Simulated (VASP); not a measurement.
A run of VASP 6.6.1 is set up as follows.

Contents of INCAR:

```
SYSTEM = Hg
PREC = Accurate
ENCUT = 520
EDIFF = 1E-7
ISMEAR = 0
SIGMA = 0.05
LREAL = .False.
LASPH = .True.
NELM = 60
ALGO = Fast
ISIF = 2
LWAVE = .False.
LCHARG = .True.
LDIPOL = .True.
IDIPOL = 3
DIPOL = 0.5 0.5 0.500
GGA = PE
LELF = .True.
LVHAR = .True.
LVACPOTAV = .True.
```

KPOINTS

```
regular mesh
0
Gamma
  4 4 1
  0 0 0
```

POSCAR

```
Hg
1.0
    6.8580012501      0.0000000000      0.0000000000
    0.0000000000      6.8650000000      0.0000000000
    0.0000000000      0.0000000000     20.7518782925
Hg
8
Direct
    0.3804558854      0.0000000000      0.3614130680
    0.8804558854      0.5000000000      0.3614130680
    0.2771496367      0.3600000000      0.4792119602
    0.7771496367      0.1400000000      0.4792119602
    0.3642180195      0.8600000000      0.5207880398
    0.8642180195      0.6400000000      0.5207880398
    0.7609117708      0.0000000000      0.6385869320
    0.2609117708      0.5000000000      0.6385869320
```

Potentials or basis: VASP PAW PBE potentials, release 64 (Hg).

Command:

```console
$ cat potpaw_PBE.64/Hg/POTCAR > POTCAR
$ mpirun -np 1 vasp_std > vasp.out
```

Question: What does it give for the ionisation potential of the upper face?

Answer: 5.80 eV.

Question: Predict the largest force.

Answer: 0.036 eV/Å.

Question: Predict the band gap on the k mesh.

Answer: 2.31 eV, direct.

Forces in eV/Å, atoms in the order of the input:
```
Hg   0.007  0.016  0.008
Hg   0.007 -0.016  0.008
Hg  -0.021 -0.020 -0.021
Hg  -0.021  0.020 -0.021
Hg   0.021 -0.020  0.021
Hg   0.021  0.020  0.021
Hg  -0.007 -0.016 -0.008
Hg  -0.007  0.016 -0.008
```

Caveat: spin-orbit coupling is left out, which moves the levels of the heavy elements.
